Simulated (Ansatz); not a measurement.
Runs of Ansatz 0.2.0 on PbO2. It takes space group P4_2/mnm (No. 136, tetragonal). The conventional cell has a = 4.995 Å, b = 4.995 Å, c = 3.409 Å, α = 90.00°, β = 90.00°, γ = 90.00°. Pb (site symmetry mmm) has 6 O at 2.17 to 2.18 Å as nearest neighbours. O (site symmetry m2m) has 3 Pb at 2.17 to 2.18 Å as nearest neighbours. The cell is a database's computed one.

```tsv
potentials or basis	cutoff (eV)	pressure (GPa)	largest force (eV/Å)
PseudoDojo standard (PBE files)	1143	5.3	0.03
PseudoDojo stringent (PBE files)	1252	5.4	0.03
Ansatz PAW	420	5.7	(a)
JTH PAW	1800	6.3	0.05
SPMS NC	1034	4.5	(b)
```

Alike in all rows: task band structure; level PBE; no spin polarisation; cell as given; k mesh 6 × 6 × 8; smearing fermi-dirac 0.05 eV.

Estimate the missing entries.

(a) 0.04; (b) 0.02.

The runs don't all hold the same shells in valence.
